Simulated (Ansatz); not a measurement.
# ZnF₂: pressure and energy above given cell against volume ratio

All results are calculated (Ansatz 0.2.0). Plane-wave density functional theory, PAW datasets, Gaussian smearing 0.05 eV: equation of state, the given cell scaled in volume with shape and atoms relaxed at each volume.

The cell before it is scaled or strained (space group P4_2/mnm, No. 136):
```
cell vectors (Å)
   4.8000     0.0000     0.0000
   0.0000     4.8000     0.0000
   0.0000     0.0000     3.1756
atoms (fractions of the cell vectors)
Zn  0.00000  0.00000  0.00000
Zn  0.50000  0.50000  0.50000
F   0.30440  0.30440  0.00000
F   0.19560  0.80440  0.50000
F   0.69560  0.69560  0.00000
F   0.80440  0.19560  0.50000
```

Settings of every row: paw set soft_2; functional PBE; spin treatment none; moment partition spheres; spin axis none; wave cutoff 420 eV; k mesh 6x6x10; symmetry use detected.

Atom hubbard u: 0 on all atoms.

| row | volume ratio | V (Å³/atom) | pressure (GPa) | energy above given cell (meV per atom) |
| --- | --- | --- | --- | --- |
| 1 | 0.96 | 11.707 | 4.326 | 6.32 |
| 2 | 0.98 | 11.95 | 2.043 | 1.55 |
| 3 | 1 | 12.194 | 0.019 | 0 |
| 4 | 1.02 | 12.438 | ? | ? |
| 5 | 1.04 | 12.682 | -3.163 | 5.04 |

Question: what pressure and energy above given cell should row 4 give?

Worked fit of pressure. Take u = (V_r/V)^(2/3) − 1 with V_r = 12.072 Å³ an atom, which is twice the finite (Eulerian) strain; such expansions in the strain, on which the Birch-Murnaghan equation of state is built, carry the rest volume and the bulk modulus. The shown rows have u = 0.02068, 0.00679, -0.00668, -0.03233. Least squares give pressure = 0.9934 + 148.588 × u + 617.79 × u² GPa; a straight line predicts inner rows, each left out in turn, worse (root mean square 0.27 against 0.025 GPa). The rows lie off it by -0.004, 0.012, -0.009, 0.002 (root mean square 0.0078 GPa). The pressure vanishes at u = -0.0069, or V = 12.2 Å³ an atom, and there the bulk modulus with shape and atoms relaxed is B = −V dP/dV = (2/3)(1 + u) dP/du = 92.7 GPa. The withheld row has u = -0.01971, so the fit gives 0.9934 + 148.588 × (-0.01971) + 617.79 × (-0.01971)² = -1.695 GPa.

The calculation gave -1.699 GPa. The fit lies 0.004 GPa (0.053 % of the column's range) above it; its largest miss of a shown row is 0.012 GPa.

Worked fit of energy above given cell. Take u = (V_r/V)^(2/3) − 1 with V_r = 12.072 Å³ an atom, which is twice the finite (Eulerian) strain; such expansions in the strain, on which the Birch-Murnaghan equation of state is built, carry the rest volume and the bulk modulus. The shown rows have u = 0.02068, 0.00679, -0.00668, -0.03233. Least squares give energy above given cell = 0.405 + 118.14 × u + 8093 × u² meV per atom; a straight line predicts inner rows, each left out in turn, worse (root mean square 3.5 against 0.061 meV per atom). The rows lie off it by 0.01, -0.03, 0.02, 0.00. The withheld row has u = -0.01971, so the fit gives 0.405 + 118.14 × (-0.01971) + 8093 × (-0.01971)² = 1.22 meV per atom.

The calculation gave 1.34 meV per atom. The fit lies 0.12 meV per atom (9 % of the value, 1.9 % of the column's range) below it; its largest miss of a shown row is 0.03 meV per atom.
